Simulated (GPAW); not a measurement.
Set up this calculation in GPAW 26.7.0, as an ASE script.

```
Task                : relaxation of cell and atoms
Functional          : PBEsol
Potentials or basis : PAW data sets generated in the run's folder for this functional
Cutoff              : 800 eV
Basis               : pw
k mesh              : 9 × 9 × 9
Occupations         : fermi-dirac, width 0.05 eV
Spin                : collinear spin, ferromagnetic start
Starting moments    : [2.0, 0.0] μB
Maxiter             : 150
Optimizer           : BFGS
Fmax                : 0.02 eV/Å
Max steps           : 60
Convergence         : density=1e-05 forces=0.0001
```

CoO:

```
Co O
1.0
     0.00000    2.13150    2.13150
     2.13150    0.00000    2.13150
     2.13150    2.13150    0.00000
Co O
1 1
Direct
  0.00000 0.00000 0.00000
  0.50000 0.50000 0.50000
```

The input as run:

run.py

```python
from ase import Atoms
from ase.filters import FrechetCellFilter
from ase.io import write
from ase.optimize import BFGS
from gpaw import GPAW, PW, setup_paths

setup_paths.insert(0, '.')

atoms = Atoms(['Co', 'O'],
              cell=[[0.0, 2.1315, 2.1315],
                    [2.1315, 0.0, 2.1315],
                    [2.1315, 2.1315, 0.0]],
              scaled_positions=[[0.0, 0.0, 0.0],
                                [0.5, 0.5, 0.5]],
              pbc=True)
atoms.set_initial_magnetic_moments([2.0, 0.0])

calc = GPAW(mode=PW(800),
            xc='PBEsol',
            kpts={'size': (9, 9, 9), 'gamma': True},
            occupations={'name': 'fermi-dirac', 'width': 0.05},
            nbands=17,
            convergence={'density': 1e-05, 'forces': 0.0001},
            maxiter=150,
            txt='gpaw.txt')
atoms.calc = calc
opt = BFGS(FrechetCellFilter(atoms), trajectory='relax.traj', logfile='-')
done = opt.run(fmax=0.02, steps=60)
calc.write('gs.gpw')
write('result.traj', atoms)
print('Converged:', done)
print('Cell:', atoms.cell.cellpar().round(4))
print('Volume:', round(atoms.get_volume(), 4))
print(atoms.get_scaled_positions().round(5))
```

Potentials or basis: PAW data sets generated in the run's folder for this functional, pw.

The run is started by

```sh
$ gpaw-setup -f PBEsol Co O
$ OMP_NUM_THREADS=1 python run.py
```

It gave:

```json
{
 "Relaxed volume": "9.09 Å³/atom",
 "Relaxed cell": "a = 2.952 Å, b = 2.952 Å, c = 2.952 Å, α = 60.00°, β = 60.00°, γ = 60.00°",
 "Space group after relaxing (to 0.05 Å)": "Fm-3m (No. 225)",
 "Energy gained by relaxing": "18.2 meV/atom",
 "Ionic steps": "3",
 "Pressure after relaxing": "0.3 GPa",
 "Band gap on the k mesh": "none (metal or under the smearing width)",
 "Net moment": "2.76 μB per cell",
 "Site moments": "Co +2.39; O +0.22 μB"
}
```

Caveat: each step starts from the last one's moments, so a moment once lost doesn't come back; later steps reuse the first step's grids; a cell with one magnetic atom can't hold antiferromagnetic order, which such compounds often take; semilocal functionals often make such compounds metallic where correlation or magnetic order opens a gap, which also shifts bond lengths.

Wall time 73 s on 1 thread of Arm Neoverse V1, on a shared host, peak memory 0.22 GiB.
